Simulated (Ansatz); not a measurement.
# P: the crystal squeezed far

How does P (sc type) answer strong compression? The runs shown use PAW. Its runs: cell relaxed at zero pressure (PAW); volume scaled by 1 (PAW); volume scaled by 0.95 (PAW); volume scaled by 0.85 (PAW); volume scaled by 0.75 (PAW); volume scaled by 0.65 (PAW); volume scaled by 0.55 (PAW); volume scaled by 0.45 (PAW and PAW (partial_waves polarizable)); volume scaled by 0.4 (PAW and PAW (source ansatz)).

Method: DFT PBE, with the methods named in each step, in Ansatz 0.2.0.

## 1. The structure to begin with

The structure is cubic, space group Pm-3m (No. 221). Conventional cell: a = 2.530 Å, b = 2.530 Å, c = 2.530 Å, α = 90.00°, β = 90.00°, γ = 90.00°. P (site symmetry m-3m) has 6 P at 2.53 Å as nearest neighbours.

Coordinates:

```cif
data_structure
_symmetry_space_group_name_H-M 'P 1'
_symmetry_Int_Tables_number 1
_cell_length_a 2.5303
_cell_length_b 2.5303
_cell_length_c 2.5303
_cell_angle_alpha 90.000
_cell_angle_beta 90.000
_cell_angle_gamma 90.000
_cell_volume 16.20
loop_
_atom_site_label
_atom_site_type_symbol
_atom_site_fract_x
_atom_site_fract_y
_atom_site_fract_z
_atom_site_occupancy
P1 P 0.00000 0.00000 0.00000 1
```

Whether this phase is the stable one at these pressures isn't tested.

## 2. Cell relaxed at zero pressure, PAW

input.yaml

```yaml
crystal:
  lattice:
    - [2.5302979959, 0.0, 0.0]
    - [0.0, 2.5302979959, 0.0]
    - [0.0, 0.0, 2.5302979959]
  atoms:
    - { symbol: P, position: [0.0, 0.0, 0.0] }
kpoints:
  mp_grid: { grid: [17, 17, 17] }
scf:
  occupations: { method: fermi_dirac, width: 0.1 }
hamiltonian:
  xc: pbe
  pseudopotentials: { kind: paw }
output:
  forces: true
  stress: true
relax:
  f_tol: 0.005
  max_steps: 40
  cell: {}
```

On the command line:

```console
$ ansatz run input.yaml --threads 1 --pin off --max-ram 2048MiB --backend cpu --events-out ev --progress --plain --runs-dir out
```

After this run come: Volume scaled by 1, PAW; Volume scaled by 0.95, PAW; Volume scaled by 0.85, PAW; Volume scaled by 0.75, PAW; Volume scaled by 0.65, PAW; Volume scaled by 0.55, PAW; Volume scaled by 0.45, PAW; Volume scaled by 0.45, PAW (partial_waves polarizable); Volume scaled by 0.4, PAW; Volume scaled by 0.4, PAW (source ansatz).

**Question.** What will these runs give? Wanted: PAW pressure at 0.4 of the volume; fitted bulk modulus at zero pressure.

**Answer**, as computed:

```
                                  quantity      value
         PAW pressure at 0.4 of the volume  710.1 GPa
fitted bulk modulus at zero pressure (PAW)    123 GPa
                   its pressure derivative       4.01
```

In words: At 0.4 of the starting volume PAW gives 710 GPa. A third-order Birch-Murnaghan curve fits the range only roughly (B₀ = 123 GPa, B′ = 4.01, misfit at most 3.82 GPa). A fit over so wide a range leans to the high pressures, so B₀ can be off by several per cent. No all-electron run checks these rows here, and frozen cores can fail under such compression. The ions are at rest, and the electrons smeared by 0.1 eV.
